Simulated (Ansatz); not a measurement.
N: random displacements

Level of theory: Ansatz 0.2.0, DFT PBEsol, scalar-relativistic, plane waves, PAW. Settings: plane waves to 420 eV, k-mesh 4×4×4 (Γ-centred), Gaussian smearing 0.05 eV. Collinear spins, started from moments 3.2, 3.2, 3.2, 3.2 μB in atom order; the magnetic state may not be the lowest. Energies are free energies at this smearing, counted from the undisturbed cell; pressure is positive in compression.

Reference structure (relaxed at this level):

```
CELL_PARAMETERS angstrom
5.84936 0.00000 0.00000
0.00000 5.84936 0.00000
0.00000 0.00000 5.84936
ATOMIC_POSITIONS crystal
N 0.00006 0.00006 0.00006
N 0.49994 0.99994 0.50006
N 0.50006 0.49994 0.99994
N 0.99994 0.50006 0.49994
```

The atoms are displaced (Å, in the unstrained cell):

```csv
atom,ux,uy,uz
N1,0.036,-0.072,-0.079
N2,-0.007,-0.162,0.038
N3,-0.037,0.136,0.406
N4,0.009,0.098,-0.364
```

The cell is not strained.

Question: What are the energy change, the stress and the forces?

Answer: ΔE = 2.4 meV/atom; stress (xx, yy, zz, yz, xz, xy; compression positive) (0.10, 0.07, 0.09, 0.01, -0.01, 0.00) GPa; gap on the mesh 3.25 eV.
```
atom Fx (eV/Å) Fy Fz
  N1       0.00   0.01  -0.01
  N2       0.00   0.01   0.01
  N3       0.00  -0.01  -0.02
  N4       0.00  -0.01   0.02
```

Cost: 1 run of about 0.49 core-minutes, on Arm Neoverse V2 (shared hosts).